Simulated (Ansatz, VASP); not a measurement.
## One calculation of Pd, two programs

```
Pd
1.0
     0.00000    2.04215    2.04215
     2.04215    0.00000    2.04215
     2.04215    2.04215    0.00000
Pd
1
Direct
  0.00000 0.00000 0.00000
```

Change from the starting cell: strain +0.050 along x and y, +0.050 along z, atoms carried along.

Alike in both runs: task single point; functional PBEsol; k mesh 20 × 20 × 20; occupations gaussian, width 0.15 eV; no spin polarisation.

|  | VASP | Ansatz |
| --- | --- | --- |
| version | VASP 6.6.1 | Ansatz 0.2.0 |
| potentials or method | VASP PAW PBE potentials, release 64 (Pd) | scalar-relativistic, plane waves, PAW |
| plane-wave cutoff (eV) | 520 | 420 |
| valence electrons in the cell | 10 | 18 |

Ansatz gave:

| Property | Result |
| --- | --- |
| gap on the k mesh at the Fermi level (eV) | none |
| pressure (GPa) | -20.8 |

Q: Which values does VASP return?

A: gap on the k mesh at the Fermi level (eV): none; pressure (GPa): -20.9.

A gap of «none» marks a metal or a gap that the smearing closes. The two sets of potentials don't hold the same shells in valence.

Caveats: so large a pressure means that the cell lies far from this level's equilibrium, or that cutoff or potentials fall short (VASP); the potentials were made for another functional, which shifts forces and pressure (VASP).
